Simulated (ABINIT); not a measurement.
Br:

```
CELL_PARAMETERS angstrom
-1.42349 1.42349 3.57752
1.42349 -1.42349 3.57752
1.42349 1.42349 -3.57752
ATOMIC_POSITIONS crystal
Br 0.00000 0.00000 0.00000
```

```yaml
Program: ABINIT 10.8.3 (patched build)
Task: single point
Functional: PBE
Potentials_or_basis: JTH PAW PBE v2.0
Cutoff: 408 eV
k_mesh: 13 × 13 × 13
Occupations: fermi-dirac, width 0.05 eV
Spin: no spin polarisation
```

On this cell: pressure 1.3 GPa; band gap on the k mesh none (metal or under the smearing width).

The same run follows on a disturbed copy (cell strained at random at fixed volume):

```
CELL_PARAMETERS angstrom
-1.37086 1.42822 3.50710
1.54394 -1.43502 3.57868
1.34378 1.40794 -3.50981
ATOMIC_POSITIONS crystal
Br 0.01208 0.00474 0.01896
```

What does the disturbed cell give?

The energy (extrapolated to zero smearing) moves by +4.6 meV/atom; pressure 0.8 GPa; band gap on the k mesh none (metal or under the smearing width).

Stress tensor (GPa, compression positive):
```
-0.29  0.10 -0.24
 0.10  1.00  0.00
-0.24  0.00  1.83
```

Caveats: an odd number of electrons without spin polarisation forces a metal; a magnetic or distorted state may lie lower.
